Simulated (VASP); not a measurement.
# AgBr (Fm-3m) in VASP: a series of runs

Aim: see how the results for AgBr move with the level of theory and the settings. Levels: HSE06, HSE03, PBE0, r2SCAN-EpsX. Tasks: band structure.

Program: VASP 6.6.1. These are calculated values, not measurements. Logs are shortened: lines on timing, memory, paths and dates and some standing lists are left out, and cuts for length are marked.

### 1 The crystal as given

Symmetry: Fm-3m, No. 225, cubic system. The conventional cell has a = 5.740 Å, b = 5.740 Å, c = 5.740 Å, α = 90.00°, β = 90.00°, γ = 90.00°. Around Ag (site symmetry m-3m) lie 6 Br at 2.87 Å. Around Br (site symmetry m-3m) lie 6 Ag at 2.87 Å.

### 2 Band structure, HSE06

POSCAR reads:

```
AgBr
1.0
    0.0000000000      2.8701500000      2.8701500000
    2.8701500000      0.0000000000      2.8701500000
    2.8701500000      2.8701500000      0.0000000000
Ag Br
1 1
Direct
    0.0000000000      0.0000000000      0.0000000000
    0.5000000000      0.5000000000      0.5000000000
```

INCAR.step1 reads:

```
SYSTEM = AgBr
PREC = Accurate ; ENCUT = 520
EDIFF = 1E-5 ; ISMEAR = 0
SIGMA = 0.02 ; LREAL = .False.
LASPH = .True. ; NELM = 60
ALGO = Normal ; ISIF = 2
LWAVE = .True. ; LCHARG = .False.
LMAXMIX = 4 ; NBANDS = 16
GGA = PE ; KPAR = 4
```

INCAR.step2 reads:

```
SYSTEM = AgBr
PREC = Accurate ; ENCUT = 520
EDIFF = 1E-6 ; ISMEAR = 0
SIGMA = 0.02 ; LREAL = .False.
LASPH = .True. ; NELM = 60
ALGO = Normal ; ISIF = 2
LWAVE = .False. ; LCHARG = .False.
LMAXMIX = 4 ; GGA = PE
LHFCALC = .True. ; HFSCREEN = 0.2
PRECFOCK = Fast ; NBANDS = 16
ISTART = 1 ; KPAR = 4
```

KPOINTS reads:

```
Automatic mesh
0
Gamma
  6 6 6
  0 0 0
```

KPOINTS_OPT reads:

```
path GXWKGLUWLK,UX
12
line-mode
reciprocal
 0.0000000000  0.0000000000  0.0000000000  G
 0.5000000000  0.0000000000  0.5000000000  X

 0.5000000000  0.0000000000  0.5000000000  X
 0.5000000000  0.2500000000  0.7500000000  W

 0.5000000000  0.2500000000  0.7500000000  W
 0.3750000000  0.3750000000  0.7500000000  K

 0.3750000000  0.3750000000  0.7500000000  K
 0.0000000000  0.0000000000  0.0000000000  G

 0.0000000000  0.0000000000  0.0000000000  G
 0.5000000000  0.5000000000  0.5000000000  L

 0.5000000000  0.5000000000  0.5000000000  L
 0.6250000000  0.2500000000  0.6250000000  U

 0.6250000000  0.2500000000  0.6250000000  U
 0.5000000000  0.2500000000  0.7500000000  W

 0.5000000000  0.2500000000  0.7500000000  W
 0.5000000000  0.5000000000  0.5000000000  L

 0.5000000000  0.5000000000  0.5000000000  L
 0.3750000000  0.3750000000  0.7500000000  K

 0.6250000000  0.2500000000  0.6250000000  U
 0.5000000000  0.0000000000  0.5000000000  X
```

Potentials or basis: VASP PAW PBE potentials, release 64 (Ag, Br).

On the command line:

```console
$ cat potpaw_PBE.64/Ag/POTCAR potpaw_PBE.64/Br/POTCAR > POTCAR
$ cp INCAR.step1 INCAR
$ mpirun -np 4 vasp_std > vasp.out
$ cp INCAR.step2 INCAR
$ mpirun -np 4 vasp_std > vasp.out
```

OUTCAR:

```text
SYSTEM = AgBr
   PREC = Accurate
   ENCUT = 520
   EDIFF = 1E-6
   ISMEAR = 0
   LREAL = .False.
   LASPH = .True.
   NELM = 60
   ISIF = 2
   GGA = PE
   LHFCALC = .True.
   HFSCREEN = 0.2
   PRECFOCK = Fast
   ISTART = 1

 ion  position               nearest neighbor table
   1  0.000  0.000  0.000-   2 2.87   2 2.87   2 2.87   2 2.87   2 2.87   2 2.87
   2  0.500  0.500  0.500-   1 2.87   1 2.87   1 2.87   1 2.87   1 2.87   1 2.87

  LATTYP: Found a face centered cubic cell.
 ALAT       =     5.7403000000

  Lattice vectors:

 A1 = (   0.0000000000,   2.8701500000,   2.8701500000)
 A2 = (   2.8701500000,   0.0000000000,   2.8701500000)
 A3 = (   2.8701500000,   2.8701500000,   0.0000000000)

Analysis of symmetry for initial positions (statically):
=====================================================================
 Subroutine PRICEL returns:
 Original cell was already a primitive cell.

 Routine SETGRP: Setting up the symmetry group for a
 face centered cubic supercell.

 Subroutine GETGRP returns: Found 48 space group operations
 (whereof 48 operations were pure point group operations)
 out of a pool of 48 trial point group operations.

The static configuration has the point symmetry O_h .

Analysis of symmetry for dynamics (positions and initial velocities):
=====================================================================
 Subroutine PRICEL returns:
 Original cell was already a primitive cell.

 Routine SETGRP: Setting up the symmetry group for a
 face centered cubic supercell.

 Subroutine GETGRP returns: Found 48 space group operations
 (whereof 48 operations were pure point group operations)
 out of a pool of 48 trial point group operations.

The dynamic configuration has the point symmetry O_h .

 Subroutine INISYM returns: Found 48 space group operations
 (whereof 48 operations are pure point group operations),
 and found     1 'primitive' translations

----------------------------------------------------------------------------------------

                                     Primitive cell

  volume of cell :      47.2872

  direct lattice vectors                    reciprocal lattice vectors
     0.000000000  2.870150000  2.870150000    -0.174206923  0.174206923  0.174206923
     2.870150000  0.000000000  2.870150000     0.174206923 -0.174206923  0.174206923
     2.870150000  2.870150000  0.000000000     0.174206923  0.174206923 -0.174206923

  length of vectors
     4.059005056  4.059005056  4.059005056     0.301735242  0.301735242  0.301735242

  position of ions in fractional coordinates (direct lattice)
     0.000000000  0.000000000  0.000000000
     0.500000000  0.500000000  0.500000000

  ion indices of the primitive-cell ions
   primitive index   ion index
                 1           1
                 2           2

----------------------------------------------------------------------------------------

 KPOINTS: Automatic mesh

Automatic generation of k-mesh.
 Grid dimensions read from file:
 generate k-points for:    6    6    6

 Generating k-lattice:

  Cartesian coordinates                     Fractional coordinates (reciprocal lattice)
    -0.029034487  0.029034487  0.029034487     0.166666667  0.000000000  0.000000000
     0.029034487 -0.029034487  0.029034487     0.000000000  0.166666667  0.000000000
     0.029034487  0.029034487 -0.029034487     0.000000000  0.000000000  0.166666667

  Length of vectors
     0.050289207  0.050289207  0.050289207

  Shift w.r.t. Gamma in fractional coordinates (k-lattice)
     0.000000000  0.000000000  0.000000000

 Subroutine IBZKPT returns following result:
 ===========================================

 Found     16 irreducible k-points:

 Following reciprocal coordinates:
            Coordinates               Weight
  0.000000  0.000000  0.000000      1.000000
  0.166667  0.000000  0.000000      8.000000
  0.333333  0.000000  0.000000      8.000000
  0.500000  0.000000  0.000000      4.000000
  0.166667  0.166667  0.000000      6.000000
  0.333333  0.166667  0.000000     24.000000
[... 8 lines left out ...]
 -0.333333  0.333333  0.166667     24.000000
 -0.333333  0.500000  0.166667     12.000000
   k-points           NKPTS =     16   k-points in BZ     NKDIM =    216   number of bands    NBANDS=     16
   number of dos      NEDOS =    301   number of ions     NIONS =      2
   total plane-waves  NPLWV =  27000
   dimension x,y,z NGX =    30 NGY =   30 NGZ =   30
   dimension x,y,z NGXF=    60 NGYF=   60 NGZF=   60
   ions per type =               1   1
   NGX,Y,Z   is equivalent  to a cutoff of  12.29, 12.29, 12.29 a.u.
   NGXF,Y,Z  is equivalent  to a cutoff of  24.57, 24.57, 24.57 a.u.
 SYSTEM =  AgBr
   PREC   = accura    normal or accurate (medium, high low for compatibility)
   ISTART =      1    job   : 0-new  1-cont  2-samecut
   ICHARG =      0    charge: 1-file 2-atom 10-const
   ISPIN  =      1    spin polarized calculation?
   LNONCOLLINEAR =      F non collinear calculations
   LSORBIT =      F    spin-orbit coupling
   LASPH  =      T    aspherical Exc in radial PAW
   ENCUT  =  520.0 eV  38.22 Ry    6.18 a.u.   7.55  7.55  7.55*2*pi/ulx,y,z
   NELM   =     60;   NELMIN=  2; NELMDL=  0     # of ELM steps
   EDIFF  = 0.1E-05   stopping-criterion for ELM
   LREAL  =      F    real-space projection
   EDIFFG = 0.1E-04   stopping-criterion for IOM
   NSW    =      0    number of steps for IOM
   IBRION =     -1    ionic relax: 0-MD 1-quasi-New 2-CG
   NFREE  =      0    steps in history (QN), initial steepest desc. (CG)
   ISIF   =      2    stress and relaxation
   ISYM   =      3    0-nonsym 1-usesym 2-fastsym
   POTIM  = 0.5000    time-step for ionic-motion
   TEBEG  =    0.0;   TEEND  =   0.0 temperature during run
   PSTRESS=    0.0 pullay stress
   NELECT =      18.0000    total number of electrons
   NUPDOWN=      -1.0000    fix difference up-down
   EMIN   =  10.00;   EMAX   =-10.00  energy-range for DOS
   EFERMI =   0.00;   METHOD = LEGACY
   ISMEAR =     0;   SIGMA  =   0.02  broadening in eV -4-tet -1-fermi 0-gaus
   EFERMI_NEDOS =   21; number of points for ismear=-14 and -15
   IALGO  =     38    algorithm
   IMIX   =      1    mixing-type and parameters
     AMIX     =   0.40;   BMIX     =  1.00
     AMIX_MAG =   1.60;   BMIX_MAG =  1.00
  volume/ion in A,a.u.               =      23.64       159.55
  Fermi-wavevector in a.u.,A,eV,Ry     =   1.186454  2.242074 19.152570  1.407674
  Thomas-Fermi vector in A             =   2.322627
   LORBIT       =      0    0 simple, 1 ext, 2 COOP (PROOUT), +10 PAW based schemes
   GGA     = PE    functional components
   LHFCALC =     T    Hartree Fock is set to
   PRECFOCK=fast      Normal, Fast or Accurate (Low or Medium for compatibility)
   ENCUT4O =  -1.0   cutoff for four orbital integrals eV
   NKREDX  =     1    reduce k-point grid by
   NKREDY  =     1    reduce k-point grid by
   NKREDZ  =     1    reduce k-point grid by
   AEXX    =    0.2500 exact exchange contribution
   HFSCREEN=    0.2000 screening length (either q_TF or 0.3 A-1)
   HFSCREENC=   0.2000 screening length for correlation (either q_TF or 0.3 A-1)
   ENCUTFOCK=  -1.0 apply spherical cutoff to Coloumb kernel
   IVDW    =     0    specifies the selected vdW correction
   LEPSILON=     F    determine dielectric tensor
   LRPA    =     F    only Hartree local field effects (RPA)
 non-spin polarized calculation
 Gauss-broadening in eV      SIGMA  =   0.02
  energy-cutoff  :      520.00
  volume of cell :       47.29
 maximum number of plane-waves:      1303
  NGX = 18; NGY = 18; NGZ = 18

 number of electron      18.0000002 magnetization

 Free energy of the ion-electron system (eV)
  ---------------------------------------------------
  ext. energy  EPLUGINS =         0.00000000
  ---------------------------------------------------
  free energy    TOTEN  =        -6.10856179 eV

  energy without entropy =       -6.10856179  energy(sigma->0) =       -6.10856179

 E-fermi :   2.8192     XC(G=0):  -8.1289

 val. band max:        2.6945611915   @ k =   0.5000   0.0000   0.0000
 cond. band min:       4.7137126846   @ k =   0.0000   0.0000   0.0000
 fundamental gap:      2.0191514931
 Fermi energy:         2.8192036145

 k-point     1 :       0.0000    0.0000    0.0000
  band No.  band energies     occupation
      1     -13.4244      2.00000
      2      -0.6628      2.00000
      3      -0.6628      2.00000
      4      -0.6277      2.00000
      5      -0.6277      2.00000
      6      -0.6277      2.00000
[... 8 lines left out ...]
     15      16.3258      0.00000
     16      16.3258      0.00000

 k-point     2 :       0.1667    0.0000    0.0000
  band No.  band energies     occupation
      1     -13.3081      2.00000
      2      -1.1463      2.00000
      3      -1.1463      2.00000
      4      -1.0411      2.00000
      5      -0.5573      2.00000
      6      -0.5573      2.00000
[... 8 lines left out ...]
     15      15.2016      0.00000
     16      15.5478      0.00000

 k-point     3 :       0.3333    0.0000    0.0000
  band No.  band energies     occupation
      1     -13.0590      2.00000
      2      -2.2389      2.00000
      3      -1.7278      2.00000
      4      -1.7278      2.00000
      5      -0.4050      2.00000
      6      -0.4050      2.00000
[... 8 lines left out ...]
     15      16.2956      0.00000
     16      16.2956      0.00000

 k-point     4 :       0.5000    0.0000    0.0000
  band No.  band energies     occupation
      1     -12.9247      2.00000
      2      -2.7938      2.00000
      3      -1.9456      2.00000
      4      -1.9456      2.00000
      5      -0.3263      2.00000
      6      -0.3263      2.00000
[... 8 lines left out ...]
     15      17.5393      0.00000
     16      17.5393      0.00000
[... 172 lines left out ...]
 k-point    14 :       0.5000    0.3333    0.1667
  band No.  band energies     occupation
      1     -12.9465      2.00000
      2      -2.2178      2.00000
      3      -1.6828      2.00000
      4      -1.2378      2.00000
      5      -0.4147      2.00000
      6      -0.3305      2.00000
[... 8 lines left out ...]
     15      18.2399      0.00000
     16      19.6240      0.00000

 k-point    15 :      -0.3333    0.3333    0.1667
  band No.  band energies     occupation
      1     -12.8748      2.00000
      2      -2.0983      2.00000
      3      -1.6755      2.00000
      4      -1.6399      2.00000
      5      -0.3686      2.00000
      6      -0.2964      2.00000
[... 8 lines left out ...]
     15      17.2093      0.00000
     16      19.0891      0.00000

 k-point    16 :      -0.3333    0.5000    0.1667
  band No.  band energies     occupation
      1     -12.8672      2.00000
      2      -1.6530      2.00000
      3      -1.6065      2.00000
      4      -1.2610      2.00000
      5      -0.2205      2.00000
      6      -0.2198      2.00000
[... 8 lines left out ...]
     15      18.0545      0.00000
     16      19.2394      0.00000

------------------------ aborting loop because EDIFF is reached ----------------------------------------

  FORCE on cell =-STRESS in cart. coord.  units (eV):
  Direction    XX          YY          ZZ          XY          YZ          ZX
  --------------------------------------------------------------------------------------
  -------------------------------------------------------------------------------------
  Total        0.5680112      0.5680112      0.5680112      0.0000000     -0.0000000      0.0000000
  in kB       19.2452551     19.2452551     19.2452551      0.0000000     -0.0000000      0.0000000
  external PRESSURE =      19.2452551 kB  Pullay stress =       0.0000000 kB

 VOLUME and BASIS-vectors are now :
 -----------------------------------------------------------------------------
  energy-cutoff  :      520.00
  volume of cell :       47.29
      direct lattice vectors                 reciprocal lattice vectors
     0.000000000  2.870150000  2.870150000    -0.174206923  0.174206923  0.174206923
     2.870150000  0.000000000  2.870150000     0.174206923 -0.174206923  0.174206923
     2.870150000  2.870150000  0.000000000     0.174206923  0.174206923 -0.174206923

 POSITION                                       TOTAL-FORCE (eV/Angst)
 -----------------------------------------------------------------------------------
      0.00000      0.00000      0.00000        -0.000000      0.000000     -0.000000
      2.87015      2.87015      2.87015         0.000000     -0.000000      0.000000
 -----------------------------------------------------------------------------------
    total drift:                               -0.000000     -0.000000     -0.000000

  FREE ENERGIE OF THE ION-ELECTRON SYSTEM (eV)
  ---------------------------------------------------
  free  energy   TOTEN  =        -6.1085617852 eV

  energy  without entropy=       -6.1085617852  energy(sigma->0) =       -6.10856179
```

Run time: 35 min. Hardware: 4 MPI ranks of Intel Xeon Platinum 8488C (Sapphire Rapids), shared host; peak memory 0.36 GiB.

What came out:

- Free energy: -6.1086 eV
- Pressure: 1.9 GPa
- Band gap on the k mesh: 2.02 eV, indirect (least direct gap 3.86 eV)
- Band gap along the path: 2.02 eV, indirect (least direct gap 3.86 eV)

Levels at the corners of the path, in eV from the valence-band top:
```tsv
point	band 6	band 7	band 8	band 9	band 10	band 11	band 12	band 13
Γ	-3.32	-1.85	-1.85	-1.85	2.02	11.33	11.33	11.33
X	-2.92	-2.82	-2.82	-2.82	3.04	8.27	10.65	12.82
X	-2.92	-2.82	-2.82	-2.82	3.04	8.27	10.65	12.82
W	-2.91	-2.64	-2.64	-1.62	5.26	8.67	9.06	9.06
W	-2.91	-2.64	-2.64	-1.62	5.26	8.67	9.06	9.06
K	-2.97	-2.64	-2.33	-1.31	4.42	8.19	9.71	10.81
K	-2.97	-2.64	-2.33	-1.31	4.42	8.19	9.71	10.81
Γ	-3.32	-1.85	-1.85	-1.85	2.02	11.33	11.33	11.33
Γ	-3.32	-1.85	-1.85	-1.85	2.02	11.33	11.33	11.33
L	-3.02	-2.53	0.00	0.00	4.98	8.20	8.20	8.42
L	-3.02	-2.53	0.00	0.00	4.98	8.20	8.20	8.42
U	-2.97	-2.64	-2.33	-1.31	4.42	8.19	9.71	10.81
U	-2.97	-2.64	-2.33	-1.31	4.42	8.19	9.71	10.81
W	-2.91	-2.64	-2.64	-1.62	5.26	8.67	9.06	9.06
W	-2.91	-2.64	-2.64	-1.62	5.26	8.67	9.06	9.06
L	-3.02	-2.53	0.00	0.00	4.98	8.20	8.20	8.42
L	-3.02	-2.53	0.00	0.00	4.98	8.20	8.20	8.42
K	-2.97	-2.64	-2.33	-1.31	4.42	8.19	9.71	10.81
U	-2.97	-2.64	-2.33	-1.31	4.42	8.19	9.71	10.81
X	-2.92	-2.82	-2.82	-2.82	3.04	8.27	10.65	12.82
```

Caveat: the PAW data sets were made with another functional, which shifts forces and pressure a little.

(Part 1 of 4 ends here.)
